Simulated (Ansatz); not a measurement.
# CdS: the cost of one run

Program: Ansatz 0.2.0. Level of theory: DFT LDA, scalar-relativistic. These are calculated values, not measurements.

## 1. The starting structure

Symmetry: P6_3mc, No. 186, hexagonal system. The conventional cell has a = 4.135 Å, b = 4.135 Å, c = 6.749 Å, α = 90.00°, β = 90.00°, γ = 120.00°. Around Cd (site symmetry 3m) lie 4 S at 2.51 to 2.60 Å. S (site symmetry 3m) has 4 Cd at 2.51 to 2.60 Å in its first shell of neighbours.

Structure file:

```xyz
4
Lattice="4.1348 0.0000 0.0000 -2.0674 3.5808 0.0000 0.0000 0.0000 6.7490" Properties=species:S:1:pos:R:3 pbc="T T T"
Cd    0.0000    2.3872    0.0000
Cd    2.0674    1.1936    3.3745
S     0.0000    2.3872    2.5984
S     2.0674    1.1936    5.9729
```

Atoms are numbered in the order of the input: Cd1, Cd2, S3, S4.

## 2. Volume × 0.96, LAPW

Contents of input.yaml:

```yaml
crystal:
  lattice:
    - [4.0789166881, 0.0, 0.0]
    - [-2.0394583441, 3.5324454719, 0.0]
    - [0.0, 0.0, 6.6577861159]
  atoms:
    - { symbol: Cd, position: [0.3333333333, 0.6666666667, 0.0] }
    - { symbol: Cd, position: [0.6666666667, 0.3333333333, 0.5] }
    - { symbol: S, position: [0.3333333333, 0.6666666667, 0.385] }
    - { symbol: S, position: [0.6666666667, 0.3333333333, 0.885] }
kpoints:
  mp_grid: { grid: [8, 8, 4] }
  band_path:
    path:
      - [0.0, 0.0, 0.0]
      - [0.5, 0.0, 0.0]
      - [0.3333333333, 0.3333333333, 0.0]
      - [0.0, 0.0, 0.0]
      - [0.0, 0.0, 0.5]
      - [0.5, 0.0, 0.5]
      - [0.3333333333, 0.3333333333, 0.5]
      - [0.0, 0.0, 0.5]
      - [0.5, 0.0, 0.5]
    npoints: 5
scf:
  occupations: { method: fermi_dirac, width: 0.02 }
hamiltonian:
  xc: lda
  pseudopotentials: { kind: all_electron, lapw: { basis_error: 0.001 } }
output:
  forces: true
  stress: true
  eigenvalues: true
```

The run is started by

```sh
$ ansatz run input.yaml --threads 1 --pin off --max-ram 4096MiB --backend cpu --events-out ev --progress --plain --runs-dir out
```

**Question.** How long does this run take on 1 thread of Arm Neoverse V1, shared host, and how much memory does it need?

About 77 s, with a peak of 0.4 GiB.
